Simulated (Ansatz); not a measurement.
# CaSe (Fm-3m) under pressure

```
Ca Se
1.0
     2.93445    2.93445    0.00000
    -2.93445    2.93445    0.00000
     0.00000    2.93445    2.93445
Ca Se
1 1
Direct
  0.00000 0.00000 0.00000
  0.50000 0.50000 0.00000
```

This is the zero-pressure cell under PBEsol. Cell and atoms are relaxed by PAW (default files of Ansatz 0.2.0, cutoff 420 eV, stress met within about 0.05 GPa) at each pressure, in this structure whether or not another phase would take over; P is the pressure reached, less that of this cell (which was relaxed on a denser, smeared mesh). Levels come from PBEsol, all-electron LAPW in Ansatz 0.2.0, with spin-orbit coupling; k mesh 8×8×8, fixed occupations, basis error target 0.5 meV/atom. Conduction levels are in eV over the valence top (at Γ), at fixed fractional wave vectors. Zone-centre phonons come from finite displacements by PAW, without the LO-TO term.

| P (GPa) | V/V₀ | X | L | T1u TO (cm⁻¹) |
| --- | --- | --- | --- | --- |
| -2.02 | 1.0434 | 1.849 | 4.216 | 165.2 |
| 0.00 | 1.0000 | 1.742 | 4.284 | 181.8 |
| 2.01 | 0.9647 | 1.642 | 4.339 | 195.9 |
| 4.00 | 0.9353 | 1.548 | 4.385 | 208.2 |
| 6.99 | ? | ? | ? | ? |
| 10.01 | 0.8665 | 1.287 | 4.489 | 238.8 |
| 15.01 | 0.8239 | 1.090 | 4.550 | 259.3 |

Q: Fit the third-order Birch-Murnaghan equation to the rows shown.

A: With f = [(V₀/V)^(2/3) − 1]/2, the normalised pressure F = P/[3f(1 + 2f)^(5/2)] is 51.8 GPa at f = -0.0139, 52.2 GPa at f = 0.0121, 52.2 GPa at f = 0.0228, 52.5 GPa at f = 0.0501, 52.6 GPa at f = 0.0689. The line F = B₀[1 + (3/2)(B′ − 4)f] gives B₀ = 52.0 GPa and B′ = 4.1.

Q: What are the volume deformation potentials and pressure coefficients of these levels at zero pressure?

A: 

| level | dE/dlnV (eV) | dE/dP = −(dE/dlnV)/B₀ (meV/GPa) | mean slope up to 2.0 GPa (meV/GPa) |
| --- | --- | --- | --- |
| X | 2.66 | -51.2 | -49.7 |
| L | -1.57 | 30.2 | 27.4 |

dE/dlnV is the slope of a cubic fit in ln V at V₀. The last column is read from two rows and shows how the slope bends with pressure. A level that another band crosses inside the range is left out of the tables.

Q: What mode Grüneisen parameters follow?

A: γ = −d ln ω/d ln V at V₀ from a quadratic fit in ln V: T1u 2.15.

Q: What belongs in the row at 6.99 GPa?

A: The fits give V/V₀ = 0.8979 and X = 1.414 eV. Computed: V/V₀ = 0.8980, X = 1.415, L = 4.442, T1u TO (cm⁻¹) = 224.4.

Caveats: no other phase was computed; many crystals of this kind change structure within this range, and rows or crossings beyond such a change describe a metastable lattice; the frozen-core PAW files of the relaxations were fitted under PBE, their cores solved anew for this functional; semilocal gaps are low, and the spacing of valleys can be off by tenths of an eV; levels are read at fixed fractional k, so an edge that moves off these points is missed.
